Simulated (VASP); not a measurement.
# NaCl: single point with LDA

The system is NaCl.

```
Na Cl
1.0
     3.89909    0.00000    0.00000
     0.00000    3.89909    0.00000
     0.00000    0.00000    5.40490
Na Cl
2 2
Cartesian
  0.0000 0.0000 0.0000
  1.9495 1.9495 2.7025
  1.9495 1.9495 0.0000
  0.0000 0.0000 2.7025
```

The cell was built by a generator and isn't the measured one.

```yaml
Program: VASP 6.6.1
Task: single point
Functional: LDA
Potentials_or_basis: VASP PAW LDA potentials, release 64 (Na_pv, Cl)
Cutoff: 520 eV
k_mesh: 6 × 6 × 4
Occupations: gaussian, width 0.1 eV
Spin: no spin polarisation
Dipole_correction: no
Further_INCAR_settings: ALGO = Normal; EDIFF = 1e-06; NBANDS = 22
```

```
Pressure               : -0.2 GPa
Band gap on the k mesh : 5.04 eV
```

Stress tensor (GPa, compression positive):
```
-0.58  0.00  0.00
 0.00 -0.58  0.00
 0.00  0.00  0.57
```

Levels at points of the mesh, in eV from the valence-band top:
| k point | band 11 | band 12 | band 13 | band 14 | band 15 | band 16 | band 17 | band 18 |
| --- | --- | --- | --- | --- | --- | --- | --- | --- |
| (0.00, 0.00, 0.00) | -0.75 | -0.02 | 0.00 | 0.00 | 5.04 | 7.41 | 7.59 | 10.87 |
| (0.50, 0.00, 0.00) | -0.97 | -0.97 | -0.35 | -0.35 | 8.22 | 8.22 | 9.63 | 9.63 |
| (0.50, 0.50, 0.00) | -0.74 | -0.74 | -0.67 | -0.67 | 7.42 | 7.42 | 7.67 | 7.67 |
| (0.00, 0.00, 0.50) | -0.41 | -0.41 | -0.41 | -0.41 | 7.18 | 7.18 | 8.75 | 8.75 |
| (0.50, 0.00, 0.50) | -0.35 | -0.35 | -0.32 | -0.32 | 7.04 | 7.04 | 10.77 | 10.77 |
| (0.50, 0.50, 0.50) | -1.42 | -1.42 | -0.96 | -0.96 | 8.89 | 8.89 | 9.62 | 9.62 |

Wall time 14 s on 1 thread of Intel(R) Xeon(R) 6975P-C (Granite Rapids) (shared host), peak memory 0.17 GiB.

LDA gaps usually lie below the measured ones, often by a third to a half.
